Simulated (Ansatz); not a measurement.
## How settings move the G0W0 gap of LiF (h-MgO type)

LiF, h-MgO type, relaxed with r2SCAN; one-shot G0W0 in Ansatz without spin-orbit coupling. (Calculated; spin-unpolarised; the phase may be known or hypothetical.)

```
Li F
1.0
     3.28008    0.00000    0.00000
    -1.64004    2.84063    0.00000
     0.00000    0.00000    3.99960
Li F
2 2
Cartesian
  0.0000 1.8938 0.9999
  1.6400 0.9469 2.9997
  1.6400 0.9469 0.9999
  0.0000 1.8938 2.9997
```

Gaps are read over the mesh points alone. G0W0 here is at a finite number of bands, screening cutoff and k mesh, not at the basis limit.
```tsv
start	potentials	frequency model	mesh	empty bands	screening cutoff (eV)	Kohn-Sham gap (eV)	G0W0 gap (eV)	rough cost
PBE	PAW	contour deformation	6×6×4	60	80	7.82	11.74	30 core-seconds
PBE	PAW	contour deformation	6×6×4	140	140	7.82	11.84	2 core-minutes
PBE	PAW	contour deformation	6×6×4	257	210	7.82	12.03	8 core-minutes
HSE06	PAW	contour deformation	6×6×4	140	140	9.98	12.77	4 core-minutes
LDA	PAW	contour deformation	6×6×4	140	140	7.52	11.83	120 core-seconds
r2SCAN	PAW	contour deformation	6×6×4	140	140	8.53	12.23	2.3 core-minutes
PBE	PAW	Godby-Needs pole	6×6×4	140	140	7.82	11.84	2.5 core-minutes
PBE	PAW	contour deformation	6×6×6	60	80	7.82	11.74	60 core-seconds
PBE	norm-conserving	contour deformation	6×6×4	140	140	7.81	11.83	5 core-minutes
```

G0W0 moves the gap on the mesh from 7.82 eV (PBE) to 12.03 eV (direct at Γ). Renormalisation factors Z lie between 0.81 and 0.90.

Raising bands and cutoff together moves the gap by +0.10 eV (80 to 140 eV), then +0.19 eV (140 to 210 eV); the last step is still large, so the basis limit isn't reached. Starting from HSE06 (9.98 eV against PBE's 7.82 eV) gives 12.77 eV, +0.93 eV from G0W0@PBE at the same screening cutoff. Starting from LDA (7.52 eV against PBE's 7.82 eV) gives 11.83 eV, -0.01 eV from G0W0@PBE at the same screening cutoff. Starting from r2SCAN (8.53 eV against PBE's 7.82 eV) gives 12.23 eV, +0.39 eV from G0W0@PBE at the same screening cutoff. The Godby-Needs plasmon pole differs from contour deformation by 0.00 eV. A 6×6×6 mesh in place of 6×6×4 changes the opening over PBE by 0.00 eV (the gap on the mesh by 0.00 eV). Norm-conserving potentials (wave cutoff 1320 eV against 420 eV) shift the quasiparticle gap by -0.01 eV and the PBE gap by -0.01 eV. r2SCAN runs take a wave cutoff of 500 eV.
